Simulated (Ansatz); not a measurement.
# Relaxing W

All numbers below come from Ansatz, DFT PBEsol, scalar-relativistic, plane waves, PAW. Run with 420 eV cutoff, 16×16×16 k-mesh, Gaussian smearing of 0.10 eV, no spin polarisation.

What was changed: uniaxial strain along a, with b, c and atoms relaxed: +2.0 %.

Spin–orbit coupling is left out, which can shift energies with elements as heavy as these.

Command:

```bash
ansatz run input.yaml --threads 1 --pin off --max-ram 2560MiB --backend cpu --events-out ev --progress --plain --runs-dir out
```

Input:

```yaml
crystal:
  lattice:
    - [3.2174145348, 0.0, 0.0]
    - [0.0, 3.1385563354, 0.0]
    - [0.0, 0.0, 3.1385563354]
  atoms:
    - { symbol: W, position: [0.0, 0.0, 0.0] }
    - { symbol: W, position: [0.5, 0.5, 0.5] }
basis:
  ecutwfc: 420
kpoints:
  mp_grid: { grid: [16, 16, 16] }
hamiltonian:
  xc: pbesol
scf:
  occupations: { method: gaussian, width: 0.1 }
output:
  forces: true
  stress: true
  eigenvalues: true
relax:
  adjacent_minimum: "off"
  f_tol: 0.008
  max_steps: 40
  cell: { stress_tol: 0.015, fix: [a, angles] }
```

F is the free energy. Steps run on the plane waves of an earlier cell, but the last one, and at times one on the way, on a freshly chosen basis, so a repeated geometry can differ a little in energy. The held parts of the cell keep their stress, so P needn't end at zero.

Steps:

```
step F − F(1) (eV) largest force component (eV/Å) V (Å³/atom) P (GPa)
   1         0.0000                           0.000       15.847    -3.08
   2         0.0008                           0.000       15.736    -0.85
   3        -0.0001                           0.000       15.819    -2.53
   4        -0.0001                           0.000       15.819    -2.53
```

Relaxed structure:

```xyz
2
Lattice="3.2174 0.0000 0.0000 0.0000 3.1358 0.0000 0.0000 0.0000 3.1358" Properties=species:S:1:pos:R:3 pbc="T T T"
W     0.0000    0.0000    0.0000
W     1.6087    1.5679    1.5679
```

The structure is tetragonal, space group I4/mmm (No. 139). The conventional cell has a = 3.136 Å, b = 3.136 Å, c = 3.217 Å, α = 90.00°, β = 90.00°, γ = 90.00°. Around W (site symmetry 4/mmm) lie 14 W at 2.74 to 3.22 Å.

The run converged. Time: 72 s on 1 thread of Intel(R) Xeon(R) Processor @ 2.50GHz (Skylake/Cascade Lake) (shared host), peak memory 0.51 GiB.